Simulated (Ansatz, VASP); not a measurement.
## KCl in VASP and in Ansatz

File POSCAR:

```
KCl
1.0
    3.1444922590      3.1444922590      0.0000000000
   -3.1444922590      3.1444922590      0.0000000000
    0.0000000000      0.0000000000      6.2889845179
K Cl
2 2
Direct
    0.0000000000      0.0000000000      0.0000000000
    0.5000000000      0.5000000000      0.5000000000
    0.5000000000      0.5000000000      0.0000000000
    0.0000000000      0.0000000000      0.5000000000
```

The input INCAR.step1:

```
PREC = Accurate ; ENCUT = 520
ISMEAR = 0 ; SIGMA = 0.02
LREAL = F ; LASPH = T
NELM = 100 ; NBANDS = 24
GGA = PE ; ALGO = Normal
EDIFF = 1E-4 ; LWAVE = T
LCHARG = F
```

INCAR.step2

```
PREC = Accurate ; ENCUT = 520
EDIFF = 1E-7 ; ISMEAR = 0
SIGMA = 0.02 ; LREAL = F
LASPH = T ; NELM = 100
ALGO = Normal ; ISIF = 2
LWAVE = F ; LCHARG = F
METAGGA = R2SCAN ; LMIXTAU = T
NBANDS = 24 ; ISTART = 1
```

The input KPOINTS:

```
Automatic mesh
0
Gamma
  6 6 4
```

Input for Ansatz:

```yaml
crystal:
  lattice:
    - [3.144492259, 3.144492259, 0.0]
    - [-3.144492259, 3.144492259, 0.0]
    - [0.0, 0.0, 6.2889845179]
  atoms:
    - { symbol: K, position: [0.0, 0.0, 0.0] }
    - { symbol: K, position: [0.5, 0.5, 0.5] }
    - { symbol: Cl, position: [0.5, 0.5, 0.0] }
    - { symbol: Cl, position: [0.0, 0.0, 0.5] }
basis:
  ecutwfc: 500
kpoints:
  mp_grid: { grid: [6, 6, 4] }
hamiltonian:
  xc: r2scan
scf:
  occupations: { method: gaussian, width: 0.02 }
output:
  forces: true
  stress: true
  eigenvalues: true
```

Alike in both runs: task single point; functional r2SCAN; k mesh 6 × 6 × 4; occupations gaussian, width 0.02 eV; no spin polarisation.

|  | VASP | Ansatz |
| --- | --- | --- |
| version | VASP 6.6.1 | Ansatz 0.2.0 |
| potentials or method | VASP PAW PBE potentials, release 64 (K_sv, Cl) | scalar-relativistic, plane waves, PAW |
| plane-wave cutoff (eV) | 520 | 500 |
| valence electrons in the cell | 32 | 32 |

|  | VASP | Ansatz | Ansatz less VASP |
| --- | --- | --- | --- |
| gap on the k mesh at the Fermi level (eV) | 5.84 | 5.83 | -0.004 |
| least direct gap on the mesh (eV) | 5.84 | 5.83 | -0.004 |
| pressure (GPa) | 0.0 | 0.0 | +0.03 |

Caveats: the PAW data sets were made with another functional, which shifts forces and pressure a little (VASP). A k mesh can miss the band edges.
